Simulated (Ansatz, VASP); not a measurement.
# Two plane-wave programs on C

```
C
1.0
     2.11738   -1.22248   -0.01102
     2.11738    1.22248   -0.01102
    -1.39076    0.00000    3.33553
C
2
Direct
  0.83339 0.83339 0.00018
  0.16661 0.16661 0.99982
```

Alike in both runs: functional LDA; k mesh 21 × 21 × 12; occupations gaussian, width 0.15 eV; no spin polarisation.

Ansatz relaxed the structure, and its values are those at the end. VASP's run is a single point on that final structure, the one shown.

|  | VASP | Ansatz |
| --- | --- | --- |
| version | VASP 6.6.1 | Ansatz 0.2.0 |
| potentials or method | VASP PAW LDA potentials, release 64 (C) | plane waves, PAW |
| plane-wave cutoff (eV) | 520 | 470 |
| valence electrons in the cell | 8 | 8 |

|  | VASP | Ansatz | Ansatz less VASP |
| --- | --- | --- | --- |
| pressure (GPa) | 0.8 | 0.0 | -0.79 |
